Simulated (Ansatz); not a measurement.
Piezoelectric tensor of SiC at 22 GPa (stress–strain coefficients)

Theory: Ansatz, DFT PBE, scalar-relativistic, plane waves, PAW. Settings: 420 eV plane-wave cutoff, Γ-centred 12×12×6 mesh, fixed occupations. No spin polarisation.

The cell, relaxed at 22 GPa:
```
CELL_PARAMETERS angstrom
3.00436 0.00000 0.00000
-1.50218 2.60185 0.00000
0.00000 0.00000 4.92661
ATOMIC_POSITIONS crystal
Si 0.33333 0.66667 0.00460
Si 0.66667 0.33333 0.50460
C 0.33333 0.66667 0.38040
C 0.66667 0.33333 0.88040
```

Problem. Give the relaxed-ion proper piezoelectric stress tensor e_iJ (C/m², Voigt columns xx yy zz yz xz xy).

Solution.
```
x    0.00  0.00  0.00  0.00 -0.23  0.00
y    0.00  0.00  0.00 -0.23  0.00  0.00
z   -0.43 -0.43  0.97  0.00  0.00  0.00
```
Signs follow the orientation of the cell as given.

Problem. With the elastic constants (GPa, Voigt order)
C11 = 599.7, C12 = 179.2, C13 = 112.6, C22 = 599.7, C23 = 112.6, C33 = 650.1, C44 = 157.1, C55 = 157.1, C66 = 210.2 GPa; the others vanish.
find the strain coefficients d = e·C⁻¹ (pC/N).

Solution.
```
x    0.00  0.00  0.00  0.00 -1.49  0.00
y    0.00  0.00  0.00 -1.49  0.00  0.00
z   -0.81 -0.81  1.78  0.00  0.00  0.00
```

Cost: 1 run of about 3.9 core-minutes, on Intel Xeon Platinum 8375C (Ice Lake) (shared hosts).